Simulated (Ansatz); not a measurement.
# HfO2: the cost of one run

Program: Ansatz 0.2.0. Level of theory: DFT PBE, scalar-relativistic, plane waves, PAW. These are calculated values, not measurements.

## (1) The starting structure

Symmetry: P2_12_12, No. 18, orthorhombic system. The conventional cell has a = 5.080 Å, b = 5.165 Å, c = 4.891 Å, α = 90.00°, β = 90.00°, γ = 90.00°. Hf (site symmetry 1) has 7 O at 1.99 to 2.25 Å as nearest neighbours. O (site symmetry 2) has 4 Hf at 2.16 to 2.18 Å as nearest neighbours. O (site symmetry 2) has 4 Hf at 2.13 to 2.15 Å as nearest neighbours. Around O (site symmetry 1) lie 3 Hf at 1.99 to 2.25 Å.

Structure file:

```cif
data_structure
_symmetry_space_group_name_H-M 'P 1'
_symmetry_Int_Tables_number 1
_cell_length_a 8.7411
_cell_length_b 8.7411
_cell_length_c 8.7411
_cell_angle_alpha 108.930
_cell_angle_beta 107.562
_cell_angle_gamma 111.953
_cell_volume 513.33
loop_
_atom_site_label
_atom_site_type_symbol
_atom_site_fract_x
_atom_site_fract_y
_atom_site_fract_z
_atom_site_occupancy
Hf1 Hf 0.00487 0.00267 0.27960 1
Hf2 Hf 0.50487 0.50267 0.27960 1
Hf3 Hf 0.50487 0.00267 0.77960 1
Hf4 Hf 0.00487 0.50267 0.77960 1
Hf5 Hf 0.74513 0.02474 0.49780 1
Hf6 Hf 0.24513 0.52474 0.49780 1
Hf7 Hf 0.24513 0.02474 0.99781 1
Hf8 Hf 0.74513 0.52474 0.99781 1
Hf9 Hf 0.72307 0.22526 0.22040 1
Hf10 Hf 0.22307 0.72526 0.22040 1
Hf11 Hf 0.22307 0.22526 0.72040 1
Hf12 Hf 0.72307 0.72526 0.72040 1
Hf13 Hf 0.02693 0.24733 0.00219 1
Hf14 Hf 0.52693 0.74733 0.00219 1
Hf15 Hf 0.52693 0.24733 0.50219 1
Hf16 Hf 0.02693 0.74733 0.50219 1
O1 O 0.96219 0.46219 0.00000 1
O2 O 0.46219 0.96219 0.00000 1
O3 O 0.46219 0.46219 0.50000 1
O4 O 0.96219 0.96219 0.50000 1
O5 O 0.28781 0.28781 0.00000 1
O6 O 0.78781 0.78781 0.00000 1
O7 O 0.78781 0.28781 0.50000 1
O8 O 0.28781 0.78781 0.50000 1
O9 O 0.75547 0.00547 0.25000 1
O10 O 0.25547 0.50547 0.25000 1
O11 O 0.25547 0.00547 0.75000 1
O12 O 0.75547 0.50547 0.75000 1
O13 O 0.49453 0.24453 0.25000 1
O14 O 0.99453 0.74453 0.25000 1
O15 O 0.99453 0.24453 0.75000 1
O16 O 0.49453 0.74453 0.75000 1
O17 O 0.27956 0.10433 0.48842 1
O18 O 0.77956 0.60433 0.48842 1
O19 O 0.77956 0.10433 0.98842 1
O20 O 0.27956 0.60433 0.98842 1
O21 O 0.97044 0.45886 0.32477 1
O22 O 0.47044 0.95886 0.32477 1
O23 O 0.47044 0.45886 0.82477 1
O24 O 0.97044 0.95886 0.82477 1
O25 O 0.61591 0.29114 0.01158 1
O26 O 0.11591 0.79114 0.01158 1
O27 O 0.11591 0.29114 0.51158 1
O28 O 0.61591 0.79114 0.51158 1
O29 O 0.13409 0.14567 0.17523 1
O30 O 0.63409 0.64567 0.17523 1
O31 O 0.63409 0.14567 0.67523 1
O32 O 0.13409 0.64567 0.67523 1
```

The runs take a perfect supercell of 48 atoms; the defect goes to fractional position (0.962, 0.462, 0.000).

## (2) The perfect supercell

The input, input.yaml:

```yaml
crystal:
  lattice:
    - [-5.080319, 5.164867, 4.890884]
    - [5.080319, -5.164867, 4.890884]
    - [5.080319, 5.164867, -4.890884]
  atoms:
    - { symbol: Hf, position: [0.004866, 0.002671, 0.279604] }
    - { symbol: Hf, position: [0.504866, 0.502671, 0.279604] }
    - { symbol: Hf, position: [0.504866, 0.002671, 0.779604] }
    - { symbol: Hf, position: [0.004866, 0.502671, 0.779604] }
    - { symbol: Hf, position: [0.745134, 0.024739, 0.497805] }
    - { symbol: Hf, position: [0.245134, 0.524739, 0.497805] }
    - { symbol: Hf, position: [0.245134, 0.024739, 0.997805] }
    - { symbol: Hf, position: [0.745134, 0.524739, 0.997805] }
    - { symbol: Hf, position: [0.723066, 0.225261, 0.220396] }
    - { symbol: Hf, position: [0.223066, 0.725261, 0.220396] }
    - { symbol: Hf, position: [0.223066, 0.225261, 0.720396] }
    - { symbol: Hf, position: [0.723066, 0.725261, 0.720396] }
    - { symbol: Hf, position: [0.026934, 0.247329, 0.002195] }
    - { symbol: Hf, position: [0.526934, 0.747329, 0.002195] }
    - { symbol: Hf, position: [0.526934, 0.247329, 0.502195] }
    - { symbol: Hf, position: [0.026934, 0.747329, 0.502195] }
    - { symbol: O, position: [0.962188, 0.462188, 0.0] }
    - { symbol: O, position: [0.462188, 0.962188, 0.0] }
    - { symbol: O, position: [0.462188, 0.462188, 0.5] }
    - { symbol: O, position: [0.962188, 0.962188, 0.5] }
    - { symbol: O, position: [0.287812, 0.287812, 0.0] }
    - { symbol: O, position: [0.787812, 0.787812, 0.0] }
    - { symbol: O, position: [0.787812, 0.287812, 0.5] }
    - { symbol: O, position: [0.287812, 0.787812, 0.5] }
    - { symbol: O, position: [0.755473, 0.005473, 0.25] }
    - { symbol: O, position: [0.255473, 0.505473, 0.25] }
    - { symbol: O, position: [0.255473, 0.005473, 0.75] }
    - { symbol: O, position: [0.755473, 0.505473, 0.75] }
    - { symbol: O, position: [0.494527, 0.244527, 0.25] }
    - { symbol: O, position: [0.994527, 0.744527, 0.25] }
    - { symbol: O, position: [0.994527, 0.244527, 0.75] }
    - { symbol: O, position: [0.494527, 0.744527, 0.75] }
    - { symbol: O, position: [0.279557, 0.104325, 0.488417] }
    - { symbol: O, position: [0.779557, 0.604325, 0.488417] }
    - { symbol: O, position: [0.779557, 0.104325, 0.988417] }
    - { symbol: O, position: [0.279557, 0.604325, 0.988417] }
    - { symbol: O, position: [0.970443, 0.45886, 0.324768] }
    - { symbol: O, position: [0.470443, 0.95886, 0.324768] }
    - { symbol: O, position: [0.470443, 0.45886, 0.824768] }
    - { symbol: O, position: [0.970443, 0.95886, 0.824768] }
    - { symbol: O, position: [0.615908, 0.29114, 0.011583] }
    - { symbol: O, position: [0.115908, 0.79114, 0.011583] }
    - { symbol: O, position: [0.115908, 0.29114, 0.511583] }
    - { symbol: O, position: [0.615908, 0.79114, 0.511583] }
    - { symbol: O, position: [0.134092, 0.145675, 0.175232] }
    - { symbol: O, position: [0.634092, 0.645675, 0.175232] }
    - { symbol: O, position: [0.634092, 0.145675, 0.675232] }
    - { symbol: O, position: [0.134092, 0.645675, 0.675232] }
basis:
  ecutwfc: 420
  fft_grid_basis: typed
kpoints:
  mp_grid: { grid: [2, 2, 2] }
hamiltonian:
  xc: pbe
  pseudopotentials: { kind: paw }
scf:
  occupations: { method: gaussian, width: 0.05 }
output:
  forces: true
  stress: false
  eigenvalues: true
  bader: false
  write_density: true
  volumetric_format: npy
```

The run is started by

```sh
ansatz run input.yaml --threads 4 --pin off --max-ram 10240MiB --backend cpu --events-out ev --progress --plain --runs-dir out
```

What time and memory should one allow on 4 threads of Arm Neoverse N1, shared host?

About 40 s, with a peak of 3.6 GiB.
